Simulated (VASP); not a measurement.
# MgO: equation of state in MP2

MgO, Fm-3m (no. 225), 2 atoms in the cell. HF, MP2 total energies; PAW potentials Mg_GW, O_GW (PBE set).

k mesh of the Hartree-Fock energy: 4 × 4 × 4; Volumes (share of the given one): 0.92, 0.96, 1, 1.04, 1.08; Algorithm: Laplace-transformed MP2.

## Input

INCAR.step1:
```
SYSTEM = MgO
  ISMEAR = 0
  SIGMA = 0.01
  EDIFF = 1E-7
  PREC = Accurate
  LASPH = .TRUE.
  LREAL = .FALSE.
  LCHARG = .FALSE.
  ENCUT = 450
  GGA = PE
  LWAVE = .TRUE.
  ALGO = Normal
```

INCAR.step2:
```
SYSTEM = MgO
  ISMEAR = 0
  SIGMA = 0.01
  EDIFF = 1E-6
  PREC = Accurate
  LASPH = .TRUE.
  LREAL = .FALSE.
  LCHARG = .FALSE.
  ENCUT = 450
  GGA = PE
  LHFCALC = .TRUE.
  AEXX = 1.0
  ALDAC = 0.0
  AGGAC = 0.0
  HFRCUT = -1
  PRECFOCK = Fast
  ALGO = All
  LWAVE = .FALSE.
  KPAR = 8
```

INCAR.step3:
```
SYSTEM = MgO
  ISMEAR = 0
  SIGMA = 0.01
  EDIFF = 1E-6
  PREC = Accurate
  LASPH = .TRUE.
  LREAL = .FALSE.
  LCHARG = .FALSE.
  ENCUT = 450
  GGA = PE
  LWAVE = .TRUE.
  ALGO = Normal
```

INCAR.step4, as INCAR.step3 but for:
```
- EDIFF = 1E-6
- ALGO = Normal
+ EDIFF = 1E-7
+ LHFCALC = .TRUE.
+ AEXX = 1.0
+ ALDAC = 0.0
+ AGGAC = 0.0
+ HFRCUT = -1
+ PRECFOCK = Fast
+ LORBITALREAL = .TRUE.
+ ALGO = All
```

INCAR.step5, as INCAR.step4 but for:
```
- EDIFF = 1E-7
- ALGO = All
+ EDIFF = 1E-8
+ ALGO = Exact
+ NELM = 1
+ NBANDS = 368
```

INCAR.step6, as INCAR.step5 but for:
```
- HFRCUT = -1
- ALGO = Exact
- NELM = 1
- LWAVE = .TRUE.
+ ALGO = ACFDTRK
+ NOMEGA = 6
+ LMP2LT = .TRUE.
+ KPAR = 4
+ LWAVE = .FALSE.
```

INCAR.step11, as INCAR.step6 but for:
```
- ALGO = ACFDTRK
- NOMEGA = 6
- LMP2LT = .TRUE.
- KPAR = 4
- NBANDS = 368
- LWAVE = .FALSE.
+ HFRCUT = -1
+ ALGO = Exact
+ NELM = 1
+ NBANDS = 392
+ LWAVE = .TRUE.
```

INCAR.step12, as INCAR.step11 but for:
```
- HFRCUT = -1
- ALGO = Exact
- NELM = 1
- LWAVE = .TRUE.
+ ALGO = ACFDTRK
+ NOMEGA = 6
+ LMP2LT = .TRUE.
+ KPAR = 4
+ LWAVE = .FALSE.
```

INCAR.step17, as INCAR.step12 but for:
```
- ALGO = ACFDTRK
- NOMEGA = 6
- LMP2LT = .TRUE.
- KPAR = 4
- NBANDS = 392
- LWAVE = .FALSE.
+ HFRCUT = -1
+ ALGO = Exact
+ NELM = 1
+ NBANDS = 411
+ LWAVE = .TRUE.
```

INCAR.step18, as INCAR.step17 but for:
```
- HFRCUT = -1
- ALGO = Exact
- NELM = 1
- NBANDS = 411
- LWAVE = .TRUE.
+ ALGO = ACFDTRK
+ NOMEGA = 6
+ LMP2LT = .TRUE.
+ KPAR = 4
+ NBANDS = 416
+ LWAVE = .FALSE.
```

INCAR.step23, as INCAR.step18 but for:
```
- ALGO = ACFDTRK
- NOMEGA = 6
- LMP2LT = .TRUE.
- KPAR = 4
- NBANDS = 416
- LWAVE = .FALSE.
+ HFRCUT = -1
+ ALGO = Exact
+ NELM = 1
+ NBANDS = 444
+ LWAVE = .TRUE.
```

INCAR.step24, as INCAR.step23 but for:
```
- HFRCUT = -1
- ALGO = Exact
- NELM = 1
- NBANDS = 444
- LWAVE = .TRUE.
+ ALGO = ACFDTRK
+ NOMEGA = 6
+ LMP2LT = .TRUE.
+ KPAR = 4
+ NBANDS = 448
+ LWAVE = .FALSE.
```

KPOINTS.step1:
```
k-points
0
Gamma
  4 4 4
```

KPOINTS.step3:
```
k-points
0
Gamma
  2 2 2
```

POSCAR.step1:
```
MgO
1.0
    0.0000000000      2.0395201231      2.0395201231
    2.0395201231      0.0000000000      2.0395201231
    2.0395201231      2.0395201231      0.0000000000
Mg O
1 1
Direct
    0.0000000000      0.0000000000      0.0000000000
    0.5000000000      0.5000000000      0.5000000000
```

POSCAR.step7:
```
MgO
1.0
    0.0000000000      2.0686600618      2.0686600618
    2.0686600618      0.0000000000      2.0686600618
    2.0686600618      2.0686600618      0.0000000000
Mg O
1 1
Direct
    0.0000000000      0.0000000000      0.0000000000
    0.5000000000      0.5000000000      0.5000000000
```

POSCAR.step13:
```
MgO
1.0
    0.0000000000      2.0970013927      2.0970013927
    2.0970013927      0.0000000000      2.0970013927
    2.0970013927      2.0970013927      0.0000000000
Mg O
1 1
Direct
    0.0000000000      0.0000000000      0.0000000000
    0.5000000000      0.5000000000      0.5000000000
```

POSCAR.step19:
```
MgO
1.0
    0.0000000000      2.1245966808      2.1245966808
    2.1245966808      0.0000000000      2.1245966808
    2.1245966808      2.1245966808      0.0000000000
Mg O
1 1
Direct
    0.0000000000      0.0000000000      0.0000000000
    0.5000000000      0.5000000000      0.5000000000
```

POSCAR.step25:
```
MgO
1.0
    0.0000000000      2.1514931650      2.1514931650
    2.1514931650      0.0000000000      2.1514931650
    2.1514931650      2.1514931650      0.0000000000
Mg O
1 1
Direct
    0.0000000000      0.0000000000      0.0000000000
    0.5000000000      0.5000000000      0.5000000000
```

Commands (each step's output is kept before the next begins):
```
cat potpaw_PBE.64/Mg_GW/POTCAR potpaw_PBE.64/O_GW/POTCAR > POTCAR
cp INCAR.step1 INCAR
cp KPOINTS.step1 KPOINTS
cp POSCAR.step1 POSCAR
mpirun -np 8 vasp_std > vasp.out
cp INCAR.step2 INCAR
mpirun -np 8 vasp_std > vasp.out
rm WAVECAR CHG
cp INCAR.step3 INCAR
cp KPOINTS.step3 KPOINTS
mpirun -np 8 vasp_std > vasp.out
cp INCAR.step4 INCAR
mpirun -np 8 vasp_std > vasp.out
cp INCAR.step5 INCAR
mpirun -np 8 vasp_std > vasp.out
cp INCAR.step6 INCAR
mpirun -np 8 vasp_std > vasp.out
rm WAVECAR CHG
cp INCAR.step1 INCAR
cp KPOINTS.step1 KPOINTS
cp POSCAR.step7 POSCAR
mpirun -np 8 vasp_std > vasp.out
cp INCAR.step2 INCAR
mpirun -np 8 vasp_std > vasp.out
rm WAVECAR CHG
cp INCAR.step3 INCAR
cp KPOINTS.step3 KPOINTS
mpirun -np 8 vasp_std > vasp.out
cp INCAR.step4 INCAR
mpirun -np 8 vasp_std > vasp.out
cp INCAR.step11 INCAR
mpirun -np 8 vasp_std > vasp.out
cp INCAR.step12 INCAR
mpirun -np 8 vasp_std > vasp.out
rm WAVECAR CHG
cp INCAR.step1 INCAR
cp KPOINTS.step1 KPOINTS
cp POSCAR.step13 POSCAR
mpirun -np 8 vasp_std > vasp.out
cp INCAR.step2 INCAR
mpirun -np 8 vasp_std > vasp.out
rm WAVECAR CHG
cp INCAR.step3 INCAR
cp KPOINTS.step3 KPOINTS
mpirun -np 8 vasp_std > vasp.out
cp INCAR.step4 INCAR
mpirun -np 8 vasp_std > vasp.out
cp INCAR.step17 INCAR
mpirun -np 8 vasp_std > vasp.out
cp INCAR.step18 INCAR
mpirun -np 8 vasp_std > vasp.out
rm WAVECAR CHG
cp INCAR.step1 INCAR
cp KPOINTS.step1 KPOINTS
cp POSCAR.step19 POSCAR
mpirun -np 8 vasp_std > vasp.out
cp INCAR.step2 INCAR
mpirun -np 8 vasp_std > vasp.out
rm WAVECAR CHG
cp INCAR.step3 INCAR
cp KPOINTS.step3 KPOINTS
mpirun -np 8 vasp_std > vasp.out
cp INCAR.step4 INCAR
mpirun -np 8 vasp_std > vasp.out
cp INCAR.step23 INCAR
mpirun -np 8 vasp_std > vasp.out
cp INCAR.step24 INCAR
mpirun -np 8 vasp_std > vasp.out
rm WAVECAR CHG
cp INCAR.step1 INCAR
cp KPOINTS.step1 KPOINTS
cp POSCAR.step25 POSCAR
mpirun -np 8 vasp_std > vasp.out
cp INCAR.step2 INCAR
mpirun -np 8 vasp_std > vasp.out
rm WAVECAR CHG
cp INCAR.step3 INCAR
cp KPOINTS.step3 KPOINTS
mpirun -np 8 vasp_std > vasp.out
cp INCAR.step4 INCAR
mpirun -np 8 vasp_std > vasp.out
cp INCAR.step23 INCAR
mpirun -np 8 vasp_std > vasp.out
cp INCAR.step24 INCAR
mpirun -np 8 vasp_std > vasp.out
```

## Result

- MP2 volume at rest (Å³/atom): 9.83
- MP2 bulk modulus (GPa): 95
- PBE volume at rest (Å³/atom): 9.56
- PBE bulk modulus (GPa): 150
- Hartree-Fock volume at rest (Å³/atom): 9.18
- Hartree-Fock bulk modulus (GPa): 186

Energy against volume (meV/atom, each curve from its lowest point):

| Volume (Å³/atom) | PBE | Hartree-Fock | MP2 total |
|---|---|---|---|
| 8.484 | 71.2 | 35.2 | 96.4 |
| 8.853 | 28.4 | 7.1 | 41.7 |
| 9.221 | 6 | 0 | 18.5 |
| 9.59 | 0 | 9.8 | 0 |
| 9.959 | 7.1 | 33.1 | 1.8 |

Limits: The MP2 points scatter by 2.2 meV/atom about the fit, so its volume and modulus are rough.

VASP 6.6.1 took 329 s on 8 cores (Intel Xeon Platinum 8488C (Sapphire Rapids)), a shared host.
